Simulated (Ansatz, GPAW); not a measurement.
Given: the input of a run of GPAW 26.7.0 (ASE script) on WC (Qusongite). 

Contents of run.py:

```python
from ase import Atoms
from ase.dft.bandgap import bandgap
from ase.io import write
from ase.units import GPa
from gpaw import GPAW, PW

atoms = Atoms(['W', 'C'],
              cell=[[2.9065, 0.0, 0.0],
                    [-1.45325, 2.5171028361, 0.0],
                    [0.0, 0.0, 2.8366]],
              scaled_positions=[[0.0, 0.0, 0.0],
                                [0.6666666667, 0.3333333333, 0.5]],
              pbc=True)

calc = GPAW(mode=PW(800),
            xc='PBE',
            kpts={'size': (10, 10, 9), 'gamma': True},
            occupations={'name': 'methfessel-paxton', 'order': 0, 'width': 0.022},
            nbands=19,
            convergence={'density': 1e-05, 'energy': 1e-05},
            maxiter=150,
            txt='gpaw.txt')
atoms.calc = calc
energy = atoms.get_potential_energy()
forces = atoms.get_forces()
stress = atoms.get_stress()
calc.write('gs.gpw')
write('result.traj', atoms)
print(f'Energy: {energy:.6f} eV')
print('Forces (eV/A):')
print(forces.round(4))
print('Stress (GPa):', (stress / GPa).round(3))
print('Fermi level:', round(calc.get_fermi_level(), 4), 'eV')
print(f'Gap: {bandgap(calc)[0]:.4f} eV, direct: {bandgap(calc, direct=True)[0]:.4f} eV')
```

Potentials or basis: GPAW PAW data sets (gpaw-data 1.2.1), pw.

The run is started by

```bash
$ OMP_NUM_THREADS=1 python run.py
```

Task: Set up the same calculation for Ansatz 0.2.0. Potentials or basis there: Ansatz PAW, cutoff 420 eV.

Result: As run (cutoffs and basis follow the program's own potentials, and thresholds, step limits or extra output files can differ):

The input input.yaml:

```yaml
crystal:
  lattice:
    - [2.9065, 0.0, 0.0]
    - [-1.45325, 2.5171028361, 0.0]
    - [0.0, 0.0, 2.8366]
  atoms:
    - { symbol: W, position: [0.0, 0.0, 0.0] }
    - { symbol: C, position: [0.6666666667, 0.3333333333, 0.5] }
hamiltonian:
  xc: pbe
  pseudopotentials: { kind: paw }
kpoints:
  mp_grid: { grid: [10, 10, 9] }
scf:
  occupations: { method: gaussian, width: 0.022 }
output:
  forces: true
  stress: true
  eigenvalues: true
```

Potentials or basis: Ansatz PAW.

The run is started by

```sh
$ ansatz run input.yaml --threads 2 --pin off --max-ram 5632MiB --backend cpu --events-out ev --progress --plain --runs-dir out
```

Both were run:

|  | GPAW | Ansatz |
| --- | --- | --- |
| Pressure | 5.4 GPa | 5.6 GPa |

Ansatz's pressure holds a Pulay term of +0.31 GPa for its cutoff of 420 eV, which the other run lacks.

Where Ansatz's input types no cutoff or centring, it takes its own default and a Γ-centred mesh.

Pressure is positive in compression.
